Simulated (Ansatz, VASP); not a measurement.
# Te in VASP and in Ansatz

```
Te
1.0
     2.50023    0.00000    0.00000
     0.00000    2.50023    0.00000
     0.00000    0.00000    2.50023
Te
1
Cartesian
  0.0000 0.0000 0.0000
```

Change from the starting cell: volume scaled by 0.5, PAW files.

Alike in both runs: task single point; functional PBEsol; k mesh 13 × 13 × 13; occupations fermi-dirac, width 0.08 eV; no spin polarisation.

|  | VASP | Ansatz |
| --- | --- | --- |
| version | VASP 6.6.1 | Ansatz 0.2.0 |
| potentials or method | VASP PAW PBE potentials, release 64 (Te) | PAW with Ansatz's default frozen-core files, scalar-relativistic |
| plane-wave cutoff (eV) | 520 | 420 |
| valence electrons in the cell | 6 | 16 |

Ansatz gave:

| Quantity | Value |
| --- | --- |
| pressure (GPa) | 169.0 |

**Question.** Which values does VASP return?

**Answer.** Pressure (GPa): 172.7.

The two sets of potentials don't hold the same shells in valence.

Caveats: the cell as given lies far from equilibrium; so large a pressure means that the cell lies far from this level's equilibrium, or that cutoff or potentials fall short (VASP); the potentials were made for another functional, which shifts forces and pressure (VASP). Spin-orbit coupling is left out, which matters for the levels of Te.
